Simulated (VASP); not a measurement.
# Ba (Cmmm) in VASP: a series of runs

Aim: see how the results for Ba move with the level of theory and the settings. Levels: PBE, PBEsol. Tasks: single point.

All numbers are computed with VASP 6.6.1; they aren't measurements. Logs are shortened: lines on timing, memory, paths and dates and some standing lists are left out, and cuts for length are marked.

## Step 1: The crystal as given

Symmetry: Cmmm, No. 65, orthorhombic system. The conventional cell has a = 3.910 Å, b = 7.300 Å, c = 5.700 Å, α = 90.00°, β = 90.00°, γ = 90.00°. Around Ba (site symmetry mmm) lie 6 Ba at 3.91 to 4.14 Å.

This isn't the form of Ba at room conditions, which is bcc.

## Step 2: Single point, PBE

The input, INCAR:

```
PREC = Accurate
ENCUT = 520
EDIFF = 1E-7
ISMEAR = -1
SIGMA = 0.08
LREAL = False
LASPH = True
NELM = 100
ALGO = Fast
ISIF = 2
LWAVE = False
LCHARG = True
GGA = PE
LELF = True
LVHAR = True
NBANDS = 11
```

The input, KPOINTS:

```
Automatic mesh
0
Gamma
  12 12 7
```

The input, POSCAR:

```
Ba
1.0
    1.9550000000     -3.6500000000      0.0000000000
    1.9550000000      3.6500000000      0.0000000000
    0.0000000000      0.0000000000      5.7000000000
Ba
1
Direct
    0.0000000000      0.0000000000      0.0000000000
```

Potentials or basis: VASP PAW PBE potentials, release 64 (Ba_sv).

Run with:

```
$ cat potpaw_PBE.64/Ba_sv/POTCAR > POTCAR
$ mpirun -np 1 vasp_std > vasp.out
```

OUTCAR:

```text
PREC = Accurate
   ENCUT = 520
   EDIFF = 1E-7
   ISMEAR = -1
   LREAL = False
   LASPH = True
   NELM = 100
   ISIF = 2
   GGA = PE

 ion  position               nearest neighbor table
   1  0.000  0.000  0.000-

  LATTYP: Found a base centered orthorhombic cell.
 ALAT       =     3.9100000000
 B/A-ratio  =     1.8670076726
 C/A-ratio  =     1.4578005115

  Lattice vectors:

 A1 = (   1.9550000000,  -3.6500000000,   0.0000000000)
 A2 = (   1.9550000000,   3.6500000000,   0.0000000000)
 A3 = (   0.0000000000,   0.0000000000,   5.7000000000)

Analysis of symmetry for initial positions (statically):
=====================================================================
 Subroutine PRICEL returns:
 Original cell was already a primitive cell.

 Routine SETGRP: Setting up the symmetry group for a
 base centered orthorhombic supercell.

 Subroutine GETGRP returns: Found  8 space group operations
 (whereof  8 operations were pure point group operations)
 out of a pool of  8 trial point group operations.

The static configuration has the point symmetry D_2h.

Analysis of symmetry for dynamics (positions and initial velocities):
=====================================================================
 Subroutine PRICEL returns:
 Original cell was already a primitive cell.

 Routine SETGRP: Setting up the symmetry group for a
 base centered orthorhombic supercell.

 Subroutine GETGRP returns: Found  8 space group operations
 (whereof  8 operations were pure point group operations)
 out of a pool of  8 trial point group operations.

The dynamic configuration has the point symmetry D_2h.

 Subroutine INISYM returns: Found  8 space group operations
 (whereof  8 operations are pure point group operations),
 and found     1 'primitive' translations

----------------------------------------------------------------------------------------

                                     Primitive cell

  volume of cell :      81.3476

  direct lattice vectors                    reciprocal lattice vectors
     1.955000000 -3.650000000  0.000000000     0.255754476 -0.136986301  0.000000000
     1.955000000  3.650000000  0.000000000     0.255754476  0.136986301  0.000000000
     0.000000000  0.000000000  5.700000000     0.000000000  0.000000000  0.175438596

  length of vectors
     4.140594764  4.140594764  5.700000000     0.290130313  0.290130313  0.175438596

  position of ions in fractional coordinates (direct lattice)
     0.000000000  0.000000000  0.000000000

  ion indices of the primitive-cell ions
   primitive index   ion index
                 1           1

----------------------------------------------------------------------------------------

 KPOINTS: Automatic mesh

Automatic generation of k-mesh.
 Grid dimensions read from file:
 generate k-points for:   12   12    7

 Generating k-lattice:

  Cartesian coordinates                     Fractional coordinates (reciprocal lattice)
     0.021312873 -0.011415525  0.000000000     0.083333333  0.000000000  0.000000000
     0.021312873  0.011415525  0.000000000     0.000000000  0.083333333  0.000000000
     0.000000000  0.000000000  0.025062657     0.000000000  0.000000000  0.142857143

  Length of vectors
     0.024177526  0.024177526  0.025062657

  Shift w.r.t. Gamma in fractional coordinates (k-lattice)
     0.000000000  0.000000000  0.000000000

 Subroutine IBZKPT returns following result:
 ===========================================

 Found    172 irreducible k-points:

 Following reciprocal coordinates:
            Coordinates               Weight
  0.000000  0.000000  0.000000      1.000000
  0.083333  0.000000  0.000000      4.000000
  0.166667  0.000000  0.000000      4.000000
  0.250000  0.000000  0.000000      4.000000
  0.333333  0.000000  0.000000      4.000000
  0.416667  0.000000  0.000000      4.000000
[... 16 lines left out ...]
  0.500000  0.166667  0.000000      4.000000
 -0.416667  0.166667  0.000000      4.000000
 [... further k-points ...]
   k-points           NKPTS =    172   k-points in BZ     NKDIM =    172   number of bands    NBANDS=     11
   number of dos      NEDOS =    301   number of ions     NIONS =      1
   total plane-waves  NPLWV =  43008
   dimension x,y,z NGX =    32 NGY =   32 NGZ =   42
   dimension x,y,z NGXF=    64 NGYF=   64 NGZF=   84
   ions per type =               1
   NGX,Y,Z   is equivalent  to a cutoff of  12.85, 12.85, 12.25 a.u.
   NGXF,Y,Z  is equivalent  to a cutoff of  25.70, 25.70, 24.50 a.u.
 SYSTEM =  unknown system
   PREC   = accura    normal or accurate (medium, high low for compatibility)
   ISTART =      0    job   : 0-new  1-cont  2-samecut
   ICHARG =      2    charge: 1-file 2-atom 10-const
   ISPIN  =      1    spin polarized calculation?
   LNONCOLLINEAR =      F non collinear calculations
   LSORBIT =      F    spin-orbit coupling
   LASPH  =      T    aspherical Exc in radial PAW
   ENCUT  =  520.0 eV  38.22 Ry    6.18 a.u.   7.70  7.70 10.60*2*pi/ulx,y,z
   NELM   =    100;   NELMIN=  2; NELMDL= -5     # of ELM steps
   EDIFF  = 0.1E-06   stopping-criterion for ELM
   LREAL  =      F    real-space projection
   EDIFFG = 0.1E-05   stopping-criterion for IOM
   NSW    =      0    number of steps for IOM
   IBRION =     -1    ionic relax: 0-MD 1-quasi-New 2-CG
   NFREE  =      0    steps in history (QN), initial steepest desc. (CG)
   ISIF   =      2    stress and relaxation
   ISYM   =      2    0-nonsym 1-usesym 2-fastsym
   POTIM  = 0.5000    time-step for ionic-motion
   TEBEG  =    0.0;   TEEND  =   0.0 temperature during run
   PSTRESS=    0.0 pullay stress
   NELECT =      10.0000    total number of electrons
   NUPDOWN=      -1.0000    fix difference up-down
   EMIN   =  10.00;   EMAX   =-10.00  energy-range for DOS
   EFERMI =   0.00;   METHOD = LEGACY
   ISMEAR =    -1;   SIGMA  =   0.08  broadening in eV -4-tet -1-fermi 0-gaus
   EFERMI_NEDOS =   21; number of points for ismear=-14 and -15
   IALGO  =     68    algorithm
   IMIX   =      4    mixing-type and parameters
     AMIX     =   0.40;   BMIX     =  1.00
     AMIX_MAG =   1.60;   BMIX_MAG =  1.00
  volume/ion in A,a.u.               =      81.35       548.96
  Fermi-wavevector in a.u.,A,eV,Ry     =   0.814004  1.538245  9.015260  0.662603
  Thomas-Fermi vector in A             =   1.923832
   LORBIT       =      0    0 simple, 1 ext, 2 COOP (PROOUT), +10 PAW based schemes
   GGA     = PE    functional components
   LHFCALC =     F    Hartree Fock is set to
   AEXX    =    0.0000 exact exchange contribution
   IVDW    =     0    specifies the selected vdW correction
   LEPSILON=     F    determine dielectric tensor
   LRPA    =     F    only Hartree local field effects (RPA)
 non-spin polarized calculation
 RMM-DIIS sequential band-by-band and
  energy-cutoff  :      520.00
  volume of cell :       81.35
 maximum number of plane-waves:      2208
   NGX = 15   NGY = 15   NGZ = 21

 number of electron      10.0000001 magnetization

 Free energy of the ion-electron system (eV)
  ---------------------------------------------------
  ext. energy  EPLUGINS =         0.00000000
  ---------------------------------------------------
  free energy    TOTEN  =        -1.34460277 eV

  energy without entropy =       -1.28841099  energy(sigma->0) =       -1.31650688

 E-fermi :   0.7314     XC(G=0):  -6.4459

 val. band max:        0.7307602795   @ k =  -0.3333   0.0833   0.4286
 cond. band min:       0.7382566340   @ k =   0.5000   0.3333   0.4286
 fundamental gap:      0.0074963545
 Fermi energy:         0.7314209986

 k-point     1 :       0.0000    0.0000    0.0000
  band No.  band energies     occupation
      1     -28.3975      2.00000
      2     -13.6473      2.00000
      3     -13.1759      2.00000
      4     -13.0951      2.00000
      5      -1.6125      2.00000
      6       0.7092      1.13815
      7       2.2186      0.00000
      8       3.1784      0.00000
      9       3.8502      0.00000
     10       4.7356      0.00000
     11       5.0426      0.00000

 k-point     2 :       0.0833    0.0000    0.0000
  band No.  band energies     occupation
      1     -28.3909      2.00000
      2     -13.6381      2.00000
      3     -13.2008      2.00000
      4     -13.1504      2.00000
      5      -1.4615      2.00000
      6       0.8173      0.50939
      7       2.2873      0.00000
      8       3.0014      0.00000
      9       3.4260      0.00000
     10       4.7250      0.00000
     11       5.4307      0.00000

 k-point     3 :       0.1667    0.0000    0.0000
  band No.  band energies     occupation
      1     -28.3728      2.00000
      2     -13.6128      2.00000
      3     -13.3520      2.00000
      4     -13.2122      2.00000
      5      -1.0539      2.00000
      6       1.1039      0.01883
      7       2.1513      0.00000
      8       2.7737      0.00000
      9       3.1065      0.00000
     10       4.5542      0.00000
     11       6.1158      0.00000

 k-point     4 :       0.2500    0.0000    0.0000
  band No.  band energies     occupation
      1     -28.3478      2.00000
      2     -13.5791      2.00000
      3     -13.5777      2.00000
      4     -13.2631      2.00000
      5      -0.5185      2.00000
      6       1.2613      0.00265
      7       2.1305      0.00000
      8       2.1899      0.00000
      9       3.7816      0.00000
     10       4.3359      0.00000
     11       6.6529      0.00000
[... 239 lines left out ...]
 k-point    22 :       0.4167    0.1667    0.0000
  band No.  band energies     occupation
      1     -28.2952      2.00000
      2     -13.9386      2.00000
      3     -13.5028      2.00000
      4     -13.4681      2.00000
      5       0.5129      1.87777
      6       1.5571      0.00007
      7       2.2723      0.00000
      8       2.3235      0.00000
      9       3.1586      0.00000
     10       5.3445      0.00000
     11       6.3914      0.00000

 k-point    23 :       0.5000    0.1667    0.0000
  band No.  band energies     occupation
      1     -28.3052      2.00000
      2     -13.8507      2.00000
      3     -13.5159      2.00000
      4     -13.4699      2.00000
      5       0.5128      1.87784
      6       1.6689      0.00002
      7       1.6875      0.00001
      8       2.6375      0.00000
      9       3.1969      0.00000
     10       5.2721      0.00000
     11       6.6378      0.00000

 k-point    24 :      -0.4167    0.1667    0.0000
  band No.  band energies     occupation
      1     -28.3243      2.00000
      2     -13.7170      2.00000
      3     -13.5420      2.00000
      4     -13.4157      2.00000
      5       0.3081      1.98998
      6       1.3624      0.00075
      7       1.8502      0.00000
      8       2.2698      0.00000
      9       3.4813      0.00000
     10       5.0284      0.00000
     11       6.6388      0.00000

 [... further k-points ...]

------------------------ aborting loop because EDIFF is reached ----------------------------------------

  FORCE on cell =-STRESS in cart. coord.  units (eV):
  Direction    XX          YY          ZZ          XY          YZ          ZX
  --------------------------------------------------------------------------------------
  -------------------------------------------------------------------------------------
  Total        1.3484497      0.6065329     -1.0900693      0.0000000      0.0000000      0.0000000
  in kB       26.5583351     11.9459441    -21.4694148      0.0000000      0.0000000      0.0000000
  external PRESSURE =       5.6782881 kB  Pullay stress =       0.0000000 kB

 VOLUME and BASIS-vectors are now :
 -----------------------------------------------------------------------------
  energy-cutoff  :      520.00
  volume of cell :       81.35
      direct lattice vectors                 reciprocal lattice vectors
     1.955000000 -3.650000000  0.000000000     0.255754476 -0.136986301  0.000000000
     1.955000000  3.650000000  0.000000000     0.255754476  0.136986301  0.000000000
     0.000000000  0.000000000  5.700000000     0.000000000  0.000000000  0.175438596

 POSITION                                       TOTAL-FORCE (eV/Angst)
 -----------------------------------------------------------------------------------
      0.00000      0.00000      0.00000         0.000000     -0.000000      0.000000
 -----------------------------------------------------------------------------------
    total drift:                                0.000000     -0.000000      0.000000

  FREE ENERGIE OF THE ION-ELECTRON SYSTEM (eV)
  ---------------------------------------------------
  free  energy   TOTEN  =        -1.3446027742 eV

  energy  without entropy=       -1.2884109897  energy(sigma->0) =       -1.31650688
```

Wall time 85 s (1 thread of AMD EPYC 9R45 (Zen 5), shared host); peak memory 0.28 GiB.

Results:

| Property | Result |
| --- | --- |
| Free energy | -1.3446 eV |
| Pressure | 0.6 GPa |
| Band gap on the k mesh | none (metal or under the smearing width) |

Stress tensor (GPa, compression positive):
```
 2.66  0.00  0.00
 0.00  1.19  0.00
 0.00  0.00 -2.15
```

The run has no spin-orbit coupling, so splittings on Ba are missing.

## Step 3: Single point, PBEsol (functional pbesol, volume scaled by 0.96)

The input, INCAR:

```
SYSTEM = Ba
PREC     = Accurate       ! precision mode
ENCUT    = 520            ! plane-wave cutoff, eV
EDIFF    = 1E-6           ! SCF threshold, eV
ISMEAR   = -1             ! smearing method
SIGMA    = 0.08           ! smearing width, eV
LREAL    = .FALSE.        ! projectors in reciprocal space
LASPH    = .TRUE.         ! aspherical terms in the spheres
NELM     = 80             ! most SCF steps
ALGO     = Fast           ! electronic algorithm
ISIF     = 2              ! what is computed and relaxed
LWAVE    = .FALSE.        ! write WAVECAR
LCHARG   = .FALSE.        ! write CHGCAR
GGA      = PS             ! functional
NBANDS   = 11             ! bands
```

The input, KPOINTS:

```
Automatic mesh
0
G
  12 12 7
  0 0 0
```

The input, POSCAR:

```
Ba
1.0
    1.9285778421     -3.6006696285      0.0000000000
    1.9285778421      3.6006696285      0.0000000000
    0.0000000000      0.0000000000      5.6229635295
Ba
1
Direct
    0.0000000000      0.0000000000      0.0000000000
```

Potentials or basis: VASP PAW PBE potentials, release 64 (Ba_sv).

Run with:

```
$ cat potpaw_PBE.64/Ba_sv/POTCAR > POTCAR
$ mpirun -np 1 vasp_std > vasp.out
```

Wall time 3.1 min (1 thread of Intel Xeon Platinum 8488C (Sapphire Rapids), shared host); peak memory 0.29 GiB.

It converged, with:

```yaml
Free_energy: -1.5607 eV
Pressure: 0.3 GPa
Band_gap_on_the_k_mesh: none (metal or under the smearing width)
```

Stress tensor (GPa, compression positive):
```
 2.38  0.00  0.00
 0.00  0.89  0.00
 0.00  0.00 -2.47
```

Levels at points of the mesh, in eV from the Fermi level:
```csv
k point,band 2,band 3,band 4,band 5,band 6,band 7,band 8,band 9
"(0.00, 0.00, 0.00)",-14.28,-13.77,-13.68,-2.36,-0.04,1.51,2.52,3.27
"(0.50, 0.00, 0.00)",-14.70,-14.12,-13.98,-0.78,0.62,1.49,1.87,3.36
"(0.50, 0.50, 0.00)",-14.58,-14.16,-13.83,-0.75,0.63,1.19,1.51,3.87
```

Caveat: the PAW data sets were made with another functional, which shifts forces and pressure a little. Spin-orbit coupling is left out, which matters for the levels of Ba.

(Part 1 of 2 ends here.)
